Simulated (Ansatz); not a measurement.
Sn: experiment and calculation

**Measured values to compare with.**

From a printed reference work, data compilation, for a bulk crystal of Sn: lattice constant a 5.8315 Å.

“Diffuse scattering in metallic tin polymorphs”, 2013, arxiv:1310.3080 quotes, for a bulk crystal of Sn: lattice constant c 3.182 Å.

The runs below are set against these values where they give the same quantity.

Theory: DFT PBEsol, scalar-relativistic, plane waves, PAW in Ansatz 0.2.0.

Cutoff 420 eV; k points 14×14×14 on the computed 2-atom cell (Γ-centred); Gaussian smearing, width 0.10 eV; no spin polarisation.

Relaxed structure, symmetry kept:

```
CELL_PARAMETERS angstrom
-2.90990 2.90990 1.58699
2.90990 -2.90990 1.58699
2.90990 2.90990 -1.58699
ATOMIC_POSITIONS crystal
Sn 0.75000 0.25000 0.50000
Sn 0.00000 0.00000 0.00000
```

```json
{
  "Space group": "I4_1/amd (No. 141)",
  "Volume per atom": "26.88 Å³",
  "Formation energy from the elements' standard states (uncorrected)": "+0.003 eV/atom",
  "Kohn–Sham band gap": "none (metal)",
  "Density of states at the Fermi level": "0.93 states/eV per cell",
  "Löwdin character within 0.5 eV of the Fermi level": "Sn 5p 82 %, Sn 5s 16 %",
  "Bulk modulus": "56 GPa",
  "Its pressure derivative": "4.9",
  "Bader charges (e)": "Sn (2 in the cell) 0.00"
}
```

A measured lattice constant a of Sn is 5.8315 Å (a printed reference work, data compilation); the calculated 5.820 Å misses it by -0.2 %. A measured lattice constant c of Sn is 3.182 Å (quoted in the paper above); the calculated 3.174 Å misses it by -0.3 %. The calculation is for 0 K without zero-point motion.